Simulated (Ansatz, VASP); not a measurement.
**Mo in VASP and in Ansatz**

Contents of INCAR:

```
SYSTEM = Mo
  PREC = Accurate
  ENCUT = 600
  EDIFF = 1E-6
  ISMEAR = -1
  SIGMA = 0.03
  LREAL = .FALSE.
  LASPH = .TRUE.
  NELM = 60
  ALGO = Normal
  ISIF = 3
  LWAVE = .FALSE.
  LCHARG = .FALSE.
  GGA = PE
  IBRION = 2
  NSW = 100
  EDIFFG = -0.005
```

File KPOINTS:

```
regular mesh
0
G
  12 12 12
  0 0 0
```

File POSCAR:

```
Mo
1.0
    2.7215349720      0.0000000000      0.0000000000
    0.0000000000      2.7215349720      0.0000000000
    0.0000000000      0.0000000000      2.7215349720
Mo
1
Direct
    0.0000000000      0.0000000000      0.0000000000
```

Input for Ansatz:

```yaml
crystal:
  lattice:
    - [2.721534972, 0.0, 0.0]
    - [0.0, 2.721534972, 0.0]
    - [0.0, 0.0, 2.721534972]
  atoms:
    - { symbol: Mo, position: [0.0, 0.0, 0.0] }
kpoints:
  mp_grid: { grid: [12, 12, 12] }
scf:
  occupations: { method: fermi_dirac, width: 0.03 }
hamiltonian:
  xc: pbe
  pseudopotentials: { kind: paw }
output:
  forces: true
  stress: true
relax:
  f_tol: 0.005
  max_steps: 80
  cell: {}
```

Alike in both runs: task relaxation of cell and atoms; functional PBE; k mesh 12 × 12 × 12; occupations fermi-dirac, width 0.03 eV; no spin polarisation.

|  | VASP | Ansatz |
| --- | --- | --- |
| version | VASP 6.6.1 | Ansatz 0.2.0 |
| potentials or method | VASP PAW PBE potentials, release 64 (Mo_sv) | PAW with Ansatz's default frozen-core files, scalar-relativistic |
| plane-wave cutoff (eV) | 600 | 420 |
| valence electrons in the cell | 14 | 14 |

|  | VASP | Ansatz | Ansatz less VASP |
| --- | --- | --- | --- |
| relaxed volume (Å³/atom) | 17.71 | 17.68 | -0.038 |
| relaxed cell length with the largest relative difference (Å) | 2.607 | 2.605 | -0.0019 |
| energy change over the relaxation (meV/atom) | -163 | -167 | -4.3 |
